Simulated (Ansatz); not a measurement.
Response of BN to small distortions

```
B N
1.0
     2.50399    0.00000    0.00000
    -1.25200    2.16852    0.00000
     0.00000    0.00000    6.66120
B N
2 2
Direct
  0.33333 0.66667 0.25000
  0.66667 0.33333 0.75000
  0.33333 0.66667 0.75000
  0.66667 0.33333 0.25000
```

Atom numbers follow the list: B1, B2, N3, N4.

Conventional cell: a = 2.504 Å, b = 2.504 Å, c = 6.661 Å, α = 90.00°, β = 90.00°, γ = 120.00°. B (atom 1) has 3 N at 1.45 Å as nearest neighbours. Around N (atom 3) lie 3 B at 1.45 Å.

The cell is COD entry 9008997, as deposited and not checked against the literature; nothing was relaxed.

These are results of DFT, PBEsol, all-electron PAW with datasets made for the crystal, scalar-relativistic (Ansatz 0.2.0), not measurements.

Sampling and basis: a Γ-centred 11×11×4 k mesh, Fermi–Dirac smearing of 0.02 eV, cutoff 580 eV (chosen by the program for this cell), no spin polarisation.

The unchanged cell is at 0.41 GPa.

Semilocal functionals give too small gaps.

x, y and z are the Cartesian axes of the cell as listed; fractional coordinates follow a strain, and an engineering shear is twice the off-diagonal strain component.

Vzz stands for the principal value of largest size of the field-gradient tensor, whatever its axis.

With this change (equal xy, yz and zx engineering shear strains of -2 %), what becomes of the energy and stress and forces and field gradients and gap?

Energy change +4 meV/atom; stress change (xx, yy, zz, yz, xz, xy) 0.13, 0.11, 0.02, 0.02, 0.02, 7.40 GPa, compression positive; change of the force on N3 (0.262, 0.012, -0.002) eV/Å; Vzz in 10²¹ V/m²: B1 2.86 → 2.86 (η = 0.05), N3 0.05 → -0.38 (η = 0.70); gap on the k mesh 4.24 → 4.16 eV.

With this change (equal xy, yz and zx engineering shear strains of +1 %), what becomes of the energy and stress and forces and field gradients and gap?

Energy change +1 meV/atom; stress change (xx, yy, zz, yz, xz, xy) 0.03, 0.03, 0.01, -0.07, -0.07, -3.73 GPa, compression positive; change of the force on N4 (0.131, -0.003, 0.001) eV/Å; Vzz in 10²¹ V/m²: B1 2.86 → 2.86 (η = 0.03), N3 0.05 → -0.20 (η = 0.47); gap on the k mesh 4.24 → 4.20 eV.

With this change (equal xy, yz and zx engineering shear strains of +3 %), what becomes of the energy and stress and forces and field gradients and gap?

Energy change +10 meV/atom; stress change (xx, yy, zz, yz, xz, xy) 0.31, 0.27, 0.04, -0.30, -0.30, -11.23 GPa, compression positive; change of the force on N3 (-0.393, 0.029, -0.005) eV/Å; Vzz in 10²¹ V/m²: B1 2.86 → 2.86 (η = 0.08), N3 0.05 → -0.56 (η = 0.79); gap on the k mesh 4.24 → 4.10 eV.

With equal xy, yz and zx engineering shear strains of -3 %: energy change +10 meV/atom; stress change (xx, yy, zz, yz, xz, xy) 0.29, 0.25, 0.05, -0.03, -0.03, 11.07 GPa, compression positive; change of the force on N3 (0.393, 0.028, -0.006) eV/Å; Vzz in 10²¹ V/m²: B1 2.86 → 2.86 (η = 0.08), N3 0.05 → -0.55 (η = 0.78); gap on the k mesh 4.24 → 4.13 eV.

With this change (equal xy, yz and zx engineering shear strains of -1 %), what becomes of the energy and stress and forces and field gradients and gap?

Energy change +1 meV/atom; stress change (xx, yy, zz, yz, xz, xy) 0.03, 0.03, 0.01, 0.03, 0.03, 3.71 GPa, compression positive; change of the force on N3 (0.131, 0.003, -0.001) eV/Å; Vzz in 10²¹ V/m²: B1 2.86 → 2.86 (η = 0.03), N3 0.05 → -0.20 (η = 0.46); gap on the k mesh 4.24 → 4.20 eV.

With equal xy, yz and zx engineering shear strains of +2 %: energy change +4 meV/atom; stress change (xx, yy, zz, yz, xz, xy) 0.14, 0.12, 0.02, -0.17, -0.16, -7.47 GPa, compression positive; change of the force on N3 (-0.262, 0.013, -0.002) eV/Å; Vzz in 10²¹ V/m²: B1 2.86 → 2.86 (η = 0.05), N3 0.05 → -0.38 (η = 0.71); gap on the k mesh 4.24 → 4.15 eV.
